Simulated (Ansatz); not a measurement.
Runs of Ansatz 0.2.0 on PbO2. Symmetry: Fm-3m, No. 225, cubic system. Conventional cell: a = 5.404 Å, b = 5.404 Å, c = 5.404 Å, α = 90.00°, β = 90.00°, γ = 90.00°. Pb (site symmetry m-3m) has 8 O at 2.34 Å as nearest neighbours. O (site symmetry -43m) is surrounded by 4 Pb at 2.34 Å. The cell comes from a database or a generator and needn't be the stable form of this composition.

```csv
task,level,cutoff (eV),points for each segment of the path,mesh quality,gap on the mesh (eV),pressure (GPa)
band structure,HSE03,420,4,coarse,none,(a)
single point,HF,420,-,not flagged,(b),-26.3
band structure,HSE06,420,4,coarse,none,-11.2
single point,r2SCAN50,500,-,coarse,none,-23.6
band structure,HSEsol,420,4,coarse,none,-15.3
```

Alike in all rows: potentials or basis Ansatz PAW; no spin polarisation; cell as given; k mesh 5 × 5 × 5; smearing fermi-dirac 0.05 eV.

Problem. Estimate the missing entries.

Solution. (a) -10.6; (b) 5.80.

Caveats: some runs use coarse meshes; the PAW data sets come from PBE, with cores solved anew for the run's functional, which leaves a small shift of forces and pressure; the thresholds are loose for stress; spin-orbit coupling is left out, which moves the levels of the heavy elements (some runs); so large a pressure means that the cell lies far from this level's equilibrium, or that cutoff or potentials fall short (some runs); odd divisions of the mesh miss points on the zone boundary, where band edges often lie, so the gap on the mesh can be too wide (some runs); spin-orbit coupling is left out, which as a rule narrows the gap of such compounds by several tenths of an eV (some runs).

A k mesh can miss the band edges, and the runs leave out spin-orbit coupling on Pb.

A gap of «none» marks a metal or a gap under the smearing width.
